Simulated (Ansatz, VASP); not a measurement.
**One calculation of NaF, two programs**

```xyz
2
Lattice="0.0000 2.2922 2.2922 2.2922 0.0000 2.2922 2.2922 2.2922 0.0000" Properties=species:S:1:pos:R:3 pbc="T T T"
Na    0.0000    0.0000    0.0000
F     2.2922    2.2922    2.2922
```

Alike in both runs: functional PBE; k mesh 8 × 8 × 8; occupations gaussian, width 0.02 eV; no spin polarisation.

Ansatz relaxed the structure, and its values are those at the end. VASP's run is a single point on that final structure, the one shown.

```csv
,VASP,Ansatz
version,VASP 6.6.1,Ansatz 0.2.0
potentials or method,"VASP PAW PBE potentials, release 64 (Na_pv, F)","scalar-relativistic, plane waves, PAW"
plane-wave cutoff (eV),520,420
valence electrons in the cell,14,16
```

```tsv
	VASP	Ansatz	Ansatz less VASP
gap on the k mesh at the Fermi level (eV)	6.48	6.49	+0.016
least direct gap on the mesh (eV)	6.48	6.49	+0.016
pressure (GPa)	3.9	4.0	+0.10
```

With one functional, cell and mesh, what is left measures potentials, basis and numerics. The two sets of potentials don't hold the same shells in valence.

PBE gaps usually lie below the measured ones, often by a third to a half.
